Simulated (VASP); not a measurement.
Input of a VASP 6.6.1 run:

The input INCAR:

```
PREC     = Accurate       # precision mode
ENCUT    = 520            # plane-wave cutoff, eV
EDIFF    = 1E-7           # SCF threshold, eV
ISMEAR   = 0              # smearing method
SIGMA    = 0.05           # smearing width, eV
LREAL    = False          # projectors in reciprocal space
LASPH    = True           # aspherical terms in the spheres
NELM     = 80             # most SCF steps
ALGO     = Fast           # electronic algorithm
ISIF     = 2              # what is computed and relaxed
LWAVE    = False          # write WAVECAR
LCHARG   = True           # write CHGCAR
LNONCOLLINEAR= True           # non-collinear magnetism
MAGMOM   = 0 0 0          # initial moments
LORBIT   = 11             # projections on sites
LSORBIT  = True           # spin-orbit coupling
GGA_COMPAT= False        
LMAXMIX  = 4              # l up to which the mixer works
LDAU     = True           # DFT+U
LDAUTYPE = 1            
LDAUL    = 2              # shell
LDAUU    = 3.5            # U, eV
LDAUJ    = 0.9          
LDAUPRINT= 1            
GGA      = PE             # functional
LUSE_VDW = True         
IVDW_NL  = 2            
BPARAM   = 10.0         
CPARAM   = 0.0093       
LVHAR    = True
```

The input KPOINTS:

```
Automatic mesh
0
Gamma
  9 9 9
```

The input POSCAR:

```
Pt
1.0
    0.0000000000      1.9609000000      1.9609000000
    1.9609000000      0.0000000000      1.9609000000
    1.9609000000      1.9609000000      0.0000000000
Pt
1
Cartesian
    0.0000000000      0.0000000000      0.0000000000
```

Potentials or basis: VASP PAW PBE potentials, release 64 (Pt).

Command:

```sh
$ cat potpaw_PBE.64/Pt/POTCAR > POTCAR
$ mpirun -np 1 vasp_ncl > vasp.out
```

Question: Estimate the pressure.

Answer: -0.6 GPa.

Caveat: the U is typed as a test and isn't derived for this compound.
